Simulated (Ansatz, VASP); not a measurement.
One calculation of FeCo (Wairauite), two programs

```
CELL_PARAMETERS angstrom
2.85700 0.00000 0.00000
0.00000 2.85700 0.00000
0.00000 0.00000 2.85700
ATOMIC_POSITIONS crystal
Co 0.01764 0.99892 0.00989
Fe 0.50566 0.49585 0.50464
```

Change from the starting cell: atoms moved at random, drawn with an rms of 0.05 Å.

Alike in both runs: task single point; functional PBE; k mesh 9 × 9 × 9; occupations fermi-dirac, width 0.05 eV; collinear spin, ferromagnetic start.

|  | VASP | Ansatz |
| --- | --- | --- |
| version | VASP 6.6.1 | Ansatz 0.2.0 |
| potentials or method | VASP PAW PBE potentials, release 64 (Co, Fe) | Ansatz PAW |
| plane-wave cutoff (eV) | 520 | 420 |
| valence electrons in the cell | 17 | 33 |

Ansatz gave:

```
gap on the k mesh at the Fermi level (eV)                     : none
pressure (GPa)                                                : -2.4
largest component of the traceless stress (GPa)               : 0.05
rms of the force components (eV/Å)                            : 0.132
net moment per atom (μB)                                      : 2.26
size of the moment on the site where the two differ most (μB) : 1.83
```

Q: Estimate VASP's values.

A: gap on the k mesh at the Fermi level (eV): none; pressure (GPa): -3.0; largest component of the traceless stress (GPa): 0.05; rms of the force components (eV/Å): 0.125; net moment per atom (μB): 2.25; size of the moment on the site where the two differ most (μB): 1.76.

Site moments also hang on the region over which each program counts them. Atom by atom the forces differ by 0.008 eV/Å (rms over components). A gap of «none» marks a metal or a gap that the smearing closes. The two sets of potentials don't hold the same shells in valence.
